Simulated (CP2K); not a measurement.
The system is Ga.

```
Ga
1.0
     3.02901    0.00000    0.00000
     0.49806    2.98778    0.00000
    -1.76353   -1.49389    1.95784
Ga
1
Direct
  0.00000 0.00000 0.00000
```

This isn't the form of Ga at room conditions, which is orthorhombic.

Base run:

| Property | Result |
| --- | --- |
| Program | CP2K 2026.2 |
| Functional | revPBE |
| Potentials or basis | POTENTIAL_UZH Ga GTH-PBE-q13; TZVP-MOLOPT-PBE-GTH basis |
| Density cutoff | 9184 eV |
| k mesh | 13 × 13 × 13 |
| Occupations | fermi-dirac, width 0.05 eV |
| Spin | no spin polarisation |

Its results: band gap on the k mesh none (metal or under the smearing width); pressure 5.5 GPa.

Q: After a change of settings the same cell gave: band gap on the k mesh none (metal or under the smearing width); pressure -2.6 GPa. Which change was it?
A. functional from revPBE to rev-vdW-DF2
B. functional from revPBE to HLE17
C. functional from revPBE to LDA
D. functional from revPBE to WC

A: B.

Caveats: the potentials were made for another functional, which shifts forces and pressure; the basis of atomic orbitals isn't converged, which shifts pressures, moduli and gaps; the potentials were made for a functional far from this one (some runs).
